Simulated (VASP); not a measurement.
# SnSe (Fm-3m) in VASP: notebook

The runs below take SnSe through single point, with r2SCAN.

All numbers are computed with VASP 6.6.1; they aren't measurements. Logs are shortened: lines on timing, memory, paths and dates and some standing lists are left out, and cuts for length are marked.

## Step 1: The crystal as given

It takes space group Fm-3m (No. 225, cubic). Conventional cell: a = 6.020 Å, b = 6.020 Å, c = 6.020 Å, α = 90.00°, β = 90.00°, γ = 90.00°. Sn (site symmetry m-3m) is surrounded by 6 Se at 3.01 Å. Se (site symmetry m-3m) has 6 Sn at 3.01 Å as nearest neighbours.

Measurements of this composition are mostly on another form, of space group No. 62.

## Step 2: Single point, r2SCAN

Input file INCAR:

```
SYSTEM = SnSe
  ADDGRID = .FALSE.
  ALGO = Normal
  EDIFF = 1E-7
  ENCUT = 400
  ISIF = 2
  ISMEAR = 0
  LASPH = .TRUE.
  LCHARG = .FALSE.
  LMIXTAU = .TRUE.
  LREAL = .FALSE.
  LWAVE = .FALSE.
  METAGGA = R2SCAN
  NBANDS = 17
  NELM = 100
  PREC = Accurate
  SIGMA = 0.05
```

Input file KPOINTS:

```
k-points
0
G
  10 10 10
  0 0 0
```

Input file POSCAR:

```
SnSe
1.0
    0.0000000000      3.0100000000      3.0100000000
    3.0100000000      0.0000000000      3.0100000000
    3.0100000000      3.0100000000      0.0000000000
Sn Se
1 1
Direct
    0.0000000000      0.0000000000      0.0000000000
    0.5000000000      0.5000000000      0.5000000000
```

Potentials or basis: VASP PAW PBE potentials, release 64 (Sn_d, Se).

Launch:

```
$ cat potpaw_PBE.64/Sn_d/POTCAR potpaw_PBE.64/Se/POTCAR > POTCAR
$ mpirun -np 1 vasp_std > vasp.out
```

OUTCAR:

```text
SYSTEM = SnSe
   EDIFF = 1E-7
   ENCUT = 400
   ISIF = 2
   ISMEAR = 0
   LASPH = .TRUE.
   LREAL = .FALSE.
   METAGGA = R2SCAN
   NELM = 100
   PREC = Accurate

 Found     47 irreducible k-points:

 Following reciprocal coordinates:
            Coordinates               Weight
  0.000000  0.000000  0.000000      1.000000
  0.100000  0.000000  0.000000      8.000000
  0.200000  0.000000  0.000000      8.000000
  0.300000  0.000000  0.000000      8.000000
  0.400000  0.000000  0.000000      8.000000
  0.500000  0.000000  0.000000      4.000000
   k-points           NKPTS =     47   k-points in BZ     NKDIM =     47   number of bands    NBANDS=     17
   number of dos      NEDOS =    301   number of ions     NIONS =      2
   total plane-waves  NPLWV =  21952
   dimension x,y,z NGX =    28 NGY =   28 NGZ =   28
   dimension x,y,z NGXF=    56 NGYF=   56 NGZF=   56
   ions per type =               1   1
   NGX,Y,Z   is equivalent  to a cutoff of  10.94, 10.94, 10.94 a.u.
   NGXF,Y,Z  is equivalent  to a cutoff of  21.87, 21.87, 21.87 a.u.
 SYSTEM =  SnSe
   PREC   = accura    normal or accurate (medium, high low for compatibility)
   ISTART =      0    job   : 0-new  1-cont  2-samecut
   ICHARG =      2    charge: 1-file 2-atom 10-const
   ISPIN  =      1    spin polarized calculation?
   LNONCOLLINEAR =      F non collinear calculations
   LSORBIT =      F    spin-orbit coupling
   LASPH  =      T    aspherical Exc in radial PAW
   ENCUT  =  400.0 eV  29.40 Ry    5.42 a.u.   6.94  6.94  6.94*2*pi/ulx,y,z
   NELM   =    100;   NELMIN=  2; NELMDL= -5     # of ELM steps
   EDIFF  = 0.1E-06   stopping-criterion for ELM
   LREAL  =      F    real-space projection
   EDIFFG = 0.1E-05   stopping-criterion for IOM
   NSW    =      0    number of steps for IOM
   IBRION =     -1    ionic relax: 0-MD 1-quasi-New 2-CG
   NFREE  =      0    steps in history (QN), initial steepest desc. (CG)
   ISIF   =      2    stress and relaxation
   ISYM   =      2    0-nonsym 1-usesym 2-fastsym
   POTIM  = 0.5000    time-step for ionic-motion
   TEBEG  =    0.0;   TEEND  =   0.0 temperature during run
   PSTRESS=    0.0 pullay stress
   NELECT =      20.0000    total number of electrons
   NUPDOWN=      -1.0000    fix difference up-down
   EMIN   =  10.00;   EMAX   =-10.00  energy-range for DOS
   EFERMI =   0.00;   METHOD = LEGACY
   ISMEAR =     0;   SIGMA  =   0.05  broadening in eV -4-tet -1-fermi 0-gaus
   EFERMI_NEDOS =   21; number of points for ismear=-14 and -15
   IALGO  =     38    algorithm
   IMIX   =      4    mixing-type and parameters
     AMIX     =   0.40;   BMIX     =  1.00
     AMIX_MAG =   1.60;   BMIX_MAG =  1.00
  volume/ion in A,a.u.               =      27.27       184.03
  Fermi-wavevector in a.u.,A,eV,Ry     =   1.171768  2.214321 18.681350  1.373040
  Thomas-Fermi vector in A             =   2.308207
   LORBIT       =      0    0 simple, 1 ext, 2 COOP (PROOUT), +10 PAW based schemes
   METAGGA = R2SCAN    functional components
   LHFCALC =     F    Hartree Fock is set to
   AEXX    =    0.0000 exact exchange contribution
   IVDW    =     0    specifies the selected vdW correction
   LEPSILON=     F    determine dielectric tensor
   LRPA    =     F    only Hartree local field effects (RPA)
 non-spin polarized calculation
 Gauss-broadening in eV      SIGMA  =   0.05
  energy-cutoff  :      400.00
  volume of cell :       54.54
 maximum number of plane-waves:      1002
   NGX = 13   NGY = 13   NGZ = 13

 number of electron      19.9999997 magnetization

 Free energy of the ion-electron system (eV)
  ---------------------------------------------------
  ext. energy  EPLUGINS =         0.00000000
  ---------------------------------------------------
  free energy    TOTEN  =       -39.87217388 eV

  energy without entropy =      -39.87217388  energy(sigma->0) =      -39.87217388

 E-fermi :   5.9243     XC(G=0): -10.1879

 val. band max:        5.7108908350   @ k =   0.5000   0.0000   0.0000
 cond. band min:       6.1657810531   @ k =   0.5000   0.0000   0.0000
 fundamental gap:      0.4548902182
 Fermi energy:         5.9243170045

 k-point     1 :       0.0000    0.0000    0.0000
  band No.  band energies     occupation
      1     -16.8383      2.00000
      2     -16.8383      2.00000
      3     -16.8360      2.00000
      4     -16.8360      2.00000
      5     -16.8360      2.00000
      6      -9.0116      2.00000
[... 9 lines left out ...]
     16      11.7513      0.00000
     17      14.0258      0.00000

 k-point     2 :       0.1000    0.0000    0.0000
  band No.  band energies     occupation
      1     -16.8390      2.00000
      2     -16.8389      2.00000
      3     -16.8357      2.00000
      4     -16.8349      2.00000
      5     -16.8349      2.00000
      6      -8.9379      2.00000
[... 9 lines left out ...]
     16      12.0021      0.00000
     17      14.7570      0.00000

 k-point     3 :       0.2000    0.0000    0.0000
  band No.  band energies     occupation
      1     -16.8411      2.00000
      2     -16.8411      2.00000
      3     -16.8351      2.00000
      4     -16.8318      2.00000
      5     -16.8317      2.00000
      6      -8.7308      2.00000
[... 9 lines left out ...]
     16      12.6572      0.00000
     17      16.3959      0.00000

 k-point     4 :       0.3000    0.0000    0.0000
  band No.  band energies     occupation
      1     -16.8438      2.00000
      2     -16.8438      2.00000
      3     -16.8342      2.00000
      4     -16.8277      2.00000
      5     -16.8276      2.00000
      6      -8.4379      2.00000
[... 9 lines left out ...]
     16      13.6746      0.00000
     17      18.0832      0.00000

 k-point     5 :       0.4000    0.0000    0.0000
  band No.  band energies     occupation
      1     -16.8461      2.00000
      2     -16.8460      2.00000
      3     -16.8337      2.00000
      4     -16.8244      2.00000
      5     -16.8243      2.00000
      6      -8.1585      2.00000
[... 9 lines left out ...]
     16      15.0061      0.00000
     17      17.1629      0.00000

 k-point     6 :       0.5000    0.0000    0.0000
  band No.  band energies     occupation
      1     -16.8469      2.00000
      2     -16.8469      2.00000
      3     -16.8334      2.00000
      4     -16.8231      2.00000
      5     -16.8231      2.00000
      6      -8.0376      2.00000
[... 9 lines left out ...]
     16      16.2006      0.00000
     17      16.2006      0.00000

 [... further k-points ...]

------------------------ aborting loop because EDIFF is reached ----------------------------------------

  FORCE on cell =-STRESS in cart. coord.  units (eV):
  Direction    XX          YY          ZZ          XY          YZ          ZX
  --------------------------------------------------------------------------------------
  -------------------------------------------------------------------------------------
  Total       -0.0201550     -0.0201550     -0.0201550     -0.0000000     -0.0000000      0.0000000
  in kB       -0.5920564     -0.5920564     -0.5920564     -0.0000000     -0.0000000      0.0000000
  external PRESSURE =      -0.5920564 kB  Pullay stress =       0.0000000 kB

 VOLUME and BASIS-vectors are now :
 -----------------------------------------------------------------------------
  energy-cutoff  :      400.00
  volume of cell :       54.54
      direct lattice vectors                 reciprocal lattice vectors
     0.000000000  3.010000000  3.010000000    -0.166112957  0.166112957  0.166112957
     3.010000000  0.000000000  3.010000000     0.166112957 -0.166112957  0.166112957
     3.010000000  3.010000000  0.000000000     0.166112957  0.166112957 -0.166112957

 POSITION                                       TOTAL-FORCE (eV/Angst)
 -----------------------------------------------------------------------------------
      0.00000      0.00000      0.00000        -0.000000      0.000000     -0.000000
      3.01000      3.01000      3.01000         0.000000     -0.000000      0.000000
 -----------------------------------------------------------------------------------
    total drift:                               -0.000000      0.000000      0.000000

  FREE ENERGIE OF THE ION-ELECTRON SYSTEM (eV)
  ---------------------------------------------------
  free  energy   TOTEN  =       -39.8721738826 eV

  energy  without entropy=      -39.8721738826  energy(sigma->0) =      -39.87217388
```

Run time: 1.8 min. Hardware: 1 thread of Intel Xeon Platinum 8488C (Sapphire Rapids), shared host; peak memory 0.17 GiB.

The run converged, but some of its settings lie outside the range that counts as converged, so its numbers aren't taken as properties of the crystal.

Results:

| Item | Value |
| --- | --- |
| Free energy | -39.8722 eV |
| Pressure | -0.1 GPa |
| Band gap on the k mesh | 0.45 eV, direct |

Caveat: the PAW data sets were made with another functional, which shifts forces and pressure a little; spin-orbit coupling is left out, which moves the levels of the heavy elements.

## Step 3: Single point, r2SCAN

INCAR, as its differences from that of step 2:

```diff
@@ -6,3 +6,3 @@
   ISIF = 2
-  ISMEAR = 0
+  ISMEAR = -5
   LASPH = .TRUE.
```

KPOINTS is that of step 2.

POSCAR is that of step 2.

Potentials or basis: VASP PAW PBE potentials, release 64 (Sn_d, Se).

Launch:

```
$ cat potpaw_PBE.64/Sn_d/POTCAR potpaw_PBE.64/Se/POTCAR > POTCAR
$ mpirun -np 1 vasp_std > vasp.out
```

OUTCAR:

```text
SYSTEM = SnSe
   EDIFF = 1E-7
   ENCUT = 400
   ISIF = 2
   ISMEAR = -5
   LASPH = .TRUE.
   LREAL = .FALSE.
   METAGGA = R2SCAN
   NELM = 100
   PREC = Accurate

 Found     47 irreducible k-points:

 Following reciprocal coordinates:
            Coordinates               Weight
  0.000000  0.000000  0.000000      1.000000
  0.100000  0.000000  0.000000      8.000000
  0.200000  0.000000  0.000000      8.000000
  0.300000  0.000000  0.000000      8.000000
  0.400000  0.000000  0.000000      8.000000
  0.500000  0.000000  0.000000      4.000000
   k-points           NKPTS =     47   k-points in BZ     NKDIM =     47   number of bands    NBANDS=     17
   number of dos      NEDOS =    301   number of ions     NIONS =      2
   total plane-waves  NPLWV =  21952
   dimension x,y,z NGX =    28 NGY =   28 NGZ =   28
   dimension x,y,z NGXF=    56 NGYF=   56 NGZF=   56
   ions per type =               1   1
   NGX,Y,Z   is equivalent  to a cutoff of  10.94, 10.94, 10.94 a.u.
   NGXF,Y,Z  is equivalent  to a cutoff of  21.87, 21.87, 21.87 a.u.
 SYSTEM =  SnSe
   PREC   = accura    normal or accurate (medium, high low for compatibility)
   ISTART =      0    job   : 0-new  1-cont  2-samecut
   ICHARG =      2    charge: 1-file 2-atom 10-const
   ISPIN  =      1    spin polarized calculation?
   LNONCOLLINEAR =      F non collinear calculations
   LSORBIT =      F    spin-orbit coupling
   LASPH  =      T    aspherical Exc in radial PAW
   ENCUT  =  400.0 eV  29.40 Ry    5.42 a.u.   6.94  6.94  6.94*2*pi/ulx,y,z
   NELM   =    100;   NELMIN=  2; NELMDL= -5     # of ELM steps
   EDIFF  = 0.1E-06   stopping-criterion for ELM
   LREAL  =      F    real-space projection
   EDIFFG = 0.1E-05   stopping-criterion for IOM
   NSW    =      0    number of steps for IOM
   IBRION =     -1    ionic relax: 0-MD 1-quasi-New 2-CG
   NFREE  =      0    steps in history (QN), initial steepest desc. (CG)
   ISIF   =      2    stress and relaxation
   ISYM   =      2    0-nonsym 1-usesym 2-fastsym
   POTIM  = 0.5000    time-step for ionic-motion
   TEBEG  =    0.0;   TEEND  =   0.0 temperature during run
   PSTRESS=    0.0 pullay stress
   NELECT =      20.0000    total number of electrons
   NUPDOWN=      -1.0000    fix difference up-down
   EMIN   =  10.00;   EMAX   =-10.00  energy-range for DOS
   EFERMI =   0.00;   METHOD = LEGACY
   ISMEAR =    -5;   SIGMA  =   0.05  broadening in eV -4-tet -1-fermi 0-gaus
   EFERMI_NEDOS =   21; number of points for ismear=-14 and -15
   IALGO  =     38    algorithm
   IMIX   =      4    mixing-type and parameters
     AMIX     =   0.40;   BMIX     =  1.00
     AMIX_MAG =   1.60;   BMIX_MAG =  1.00
  volume/ion in A,a.u.               =      27.27       184.03
  Fermi-wavevector in a.u.,A,eV,Ry     =   1.171768  2.214321 18.681350  1.373040
  Thomas-Fermi vector in A             =   2.308207
   LORBIT       =      0    0 simple, 1 ext, 2 COOP (PROOUT), +10 PAW based schemes
   METAGGA = R2SCAN    functional components
   LHFCALC =     F    Hartree Fock is set to
   AEXX    =    0.0000 exact exchange contribution
   IVDW    =     0    specifies the selected vdW correction
   LEPSILON=     F    determine dielectric tensor
   LRPA    =     F    only Hartree local field effects (RPA)
 non-spin polarized calculation
 Fermi weights with tetrahedron method with Bloechl corrections
  energy-cutoff  :      400.00
  volume of cell :       54.54
 maximum number of plane-waves:      1002
   NGX = 13   NGY = 13   NGZ = 13

 number of electron      19.9999997 magnetization

 Free energy of the ion-electron system (eV)
  ---------------------------------------------------
  ext. energy  EPLUGINS =         0.00000000
  ---------------------------------------------------
  free energy    TOTEN  =       -39.87217388 eV

  energy without entropy =      -39.87217388  energy(sigma->0) =      -39.87217388

 E-fermi :   5.7936     XC(G=0): -10.1879

 val. band max:        5.7108908350   @ k =   0.5000   0.0000   0.0000
 cond. band min:       6.1657810531   @ k =   0.5000   0.0000   0.0000
 fundamental gap:      0.4548902182
 Fermi energy:         5.7936048614

 k-point     1 :       0.0000    0.0000    0.0000
  band No.  band energies     occupation
      1     -16.8383      2.00000
      2     -16.8383      2.00000
      3     -16.8360      2.00000
      4     -16.8360      2.00000
      5     -16.8360      2.00000
      6      -9.0116      2.00000
[... 9 lines left out ...]
     16      11.7513      0.00000
     17      14.0258      0.00000
[... 81 lines left out ...]
 k-point     6 :       0.5000    0.0000    0.0000
  band No.  band energies     occupation
      1     -16.8469      2.00000
      2     -16.8469      2.00000
      3     -16.8334      2.00000
      4     -16.8231      2.00000
      5     -16.8231      2.00000
      6      -8.0376      2.00000
[... 9 lines left out ...]
     16      16.2006      0.00000
     17      16.2006      0.00000

 [... further k-points ...]

------------------------ aborting loop because EDIFF is reached ----------------------------------------

  FORCE on cell =-STRESS in cart. coord.  units (eV):
  Direction    XX          YY          ZZ          XY          YZ          ZX
  --------------------------------------------------------------------------------------
  -------------------------------------------------------------------------------------
  Total       -0.0201549     -0.0201549     -0.0201549      0.0000000      0.0000000      0.0000000
  in kB       -0.5920558     -0.5920558     -0.5920558      0.0000000      0.0000000      0.0000000
  external PRESSURE =      -0.5920558 kB  Pullay stress =       0.0000000 kB

 VOLUME and BASIS-vectors are now :
 -----------------------------------------------------------------------------
  energy-cutoff  :      400.00
  volume of cell :       54.54
      direct lattice vectors                 reciprocal lattice vectors
     0.000000000  3.010000000  3.010000000    -0.166112957  0.166112957  0.166112957
     3.010000000  0.000000000  3.010000000     0.166112957 -0.166112957  0.166112957
     3.010000000  3.010000000  0.000000000     0.166112957  0.166112957 -0.166112957

 POSITION                                       TOTAL-FORCE (eV/Angst)
 -----------------------------------------------------------------------------------
      0.00000      0.00000      0.00000         0.000000      0.000000     -0.000000
      3.01000      3.01000      3.01000        -0.000000     -0.000000      0.000000
 -----------------------------------------------------------------------------------
    total drift:                               -0.000000      0.000000      0.000000

  FREE ENERGIE OF THE ION-ELECTRON SYSTEM (eV)
  ---------------------------------------------------
  free  energy   TOTEN  =       -39.8721738825 eV

  energy  without entropy=      -39.8721738825  energy(sigma->0) =      -39.87217388
```

It took 2.1 min on 1 thread of Intel Xeon Platinum 8488C (Sapphire Rapids), shared host; peak memory 0.17 GiB.

These settings aren't checked as converged: the numbers below hold their error.

What came out:

| Item | Value |
| --- | --- |
| Free energy | -39.8722 eV |
| Pressure | -0.1 GPa |
| Band gap on the k mesh | 0.45 eV, direct |

Caveat: the PAW data sets were made with another functional, which shifts forces and pressure a little; spin-orbit coupling is left out, which moves the levels of the heavy elements.

## Step 4: Single point, r2SCAN

INCAR, as its differences from that of step 3:

```diff
@@ -6,3 +6,3 @@
   ISIF = 2
-  ISMEAR = -5
+  ISMEAR = 0
   LASPH = .TRUE.
```

Input file KPOINTS:

```
k-points
0
G
  11 11 11
  0 0 0
```

POSCAR is that of step 3.

Launch:

```
$ cat potpaw_PBE.64/Sn_d/POTCAR potpaw_PBE.64/Se/POTCAR > POTCAR
$ mpirun -np 1 vasp_std > vasp.out
```

Wall time 2.2 min (1 thread of Intel Xeon Platinum 8488C (Sapphire Rapids), shared host); peak memory 0.18 GiB.

These settings aren't checked as converged: the numbers below hold their error.

Results:

- Free energy: -39.8714 eV
- Pressure: 0.0 GPa

Caveat: this odd mesh misses L, where the gap lies, so gap, dielectric constants and Born charges aren't listed; the PAW data sets were made with another functional, which shifts forces and pressure a little.

## Step 5: Single point, r2SCAN

INCAR, as its differences from that of step 4:

```diff
@@ -4,3 +4,3 @@
   EDIFF = 1E-7
-  ENCUT = 400
+  ENCUT = 500
   ISIF = 2
@@ -15,3 +15,3 @@
   NELM = 100
-  PREC = Accurate
+  PREC = Low
   SIGMA = 0.05
```

Input file KPOINTS:

```
k-points
0
G
  10 10 10
  0 0 0
```

POSCAR is that of step 4.

Launch:

```
$ cat potpaw_PBE.64/Sn_d/POTCAR potpaw_PBE.64/Se/POTCAR > POTCAR
$ mpirun -np 1 vasp_std > vasp.out
```

It took 54 s on 1 thread of Intel Xeon Platinum 8488C (Sapphire Rapids), shared host; peak memory 0.15 GiB.

The run converged, but some of its settings lie outside the range that counts as converged, so its numbers aren't taken as properties of the crystal.

Results:

```yaml
Free_energy: -39.8823 eV
Pressure: 0.3 GPa
Band_gap_on_the_k_mesh: 0.46 eV, direct
```

Caveat: the PAW data sets were made with another functional, which shifts forces and pressure a little; spin-orbit coupling is left out, which moves the levels of the heavy elements.

## Step 6: Single point, r2SCAN

INCAR, as its differences from that of step 5:

```diff
@@ -15,3 +15,3 @@
   NELM = 100
-  PREC = Low
+  PREC = Normal
   SIGMA = 0.05
```

KPOINTS is that of step 5.

POSCAR is that of step 5.

Potentials or basis: VASP PAW PBE potentials, release 64 (Sn_d, Se).

Launch:

```
$ cat potpaw_PBE.64/Sn_d/POTCAR potpaw_PBE.64/Se/POTCAR > POTCAR
$ mpirun -np 1 vasp_std > vasp.out
```

It took 58 s on 1 thread of Intel Xeon Platinum 8488C (Sapphire Rapids), shared host; peak memory 0.17 GiB.

These settings aren't checked as converged: the numbers below hold their error.

What came out:

- Free energy: -39.8741 eV
- Pressure: 0.0 GPa
- Band gap on the k mesh: 0.46 eV, direct

Caveat: the PAW data sets were made with another functional, which shifts forces and pressure a little; spin-orbit coupling is left out, which moves the levels of the heavy elements.
